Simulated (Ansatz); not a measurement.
**What a trial cell of Sn relaxes into**

Theory: Ansatz, DFT r2SCAN, scalar-relativistic, plane waves, PAW. Cutoff 500 eV, Γ-centred k mesh, Gaussian smearing, no spin polarisation in the final step.

Sn was placed on the black phosphorus structure type (Cmce, No. 64), at a guessed volume.

```xyz
4
Lattice="2.0670 -6.5570 0.0000 2.0670 6.5570 0.0000 0.0000 0.0000 5.4704" Properties=species:S:1:pos:R:3 pbc="T T T"
Sn    2.0670    5.2718    4.9781
Sn    2.0670   -1.2852    3.2275
Sn    2.0670   -5.2718    0.4923
Sn    2.0670    1.2852    2.2429
```

Steps on the 4×4×4 mesh (4 atoms). 12 of 12 steps are shown, and the free energy counts from the last. Trial steps that were taken back and renewals of the plane-wave basis can be among the rows.

```tsv
step	ΔF (meV/atom)	V (Å³/atom)	P (GPa)	largest force component (eV/Å)
1	477.2	37.07	4.54	1.083
2	366.9	39.16	-3.05	0.113
3	270.6	35.24	-3.12	0.358
4	155.2	31.38	-1.62	0.537
5	60.0	28.04	1.13	0.354
6	50.5	28.65	1.07	0.471
7	19.8	29.25	-2.35	0.053
8	10.4	27.90	-0.47	0.334
9	38.0	25.84	5.14	0.282
10	3.3	27.86	-0.21	0.067
11	-0.1	27.83	-0.20	0.033
12	0.0	27.83	-0.20	0.033
```

Steps on the 6×6×6 mesh (2 atoms). 5 of 5 steps are shown, and the free energy counts from the last.

```csv
step,ΔF (meV/atom),V (Å³/atom),P (GPa),largest force component (eV/Å)
1,7.1,27.83,0.05,0.144
2,1.4,27.78,-0.19,0.081
3,6.1,27.28,0.82,0.216
4,0.0,27.71,-0.12,0.009
5,0.0,27.71,-0.12,0.009
```

Steps on the 20×20×20 mesh (2 atoms). 7 of 11 steps are shown, and the free energy counts from the last.

```tsv
step	ΔF (meV/atom)	V (Å³/atom)	P (GPa)	largest force component (eV/Å)
1	23.2	27.71	0.17	0.170
2	13.5	27.86	-0.08	0.001
3	6.2	27.74	0.27	0.099
4	2.4	28.10	-0.60	0.004
5	5.3	27.61	0.44	0.025
6	0.2	27.75	0.02	0.006
11	0.0	27.77	0.00	0.000
```

A final relaxation ran on a 20×20×20 mesh. The relaxed crystal, Fmmm (No. 69):

```
Sn
1.0
     0.00000    2.84303    5.94348
     1.64371    0.00000    5.94348
     1.64371    2.84303    0.00000
Sn
2
Direct
  0.86829 0.86829 0.13171
  0.13171 0.13171 0.86829
```

```
Volume per atom                    : 27.77 Å³
Density                            : 7.10 g/cm³
Energy over the standard structure : 0.22 eV/atom
Gap on the 20×20×20 mesh           : 0 eV (a metal)
```

Energies count from the standard state of Sn at the same level.

The final run used a 20×20×20 mesh on its 2-atom cell and 0.10 eV smearing. For metals, differences of a few meV/atom aren't resolved.

A structure relaxed within its symmetry needn't be a true minimum.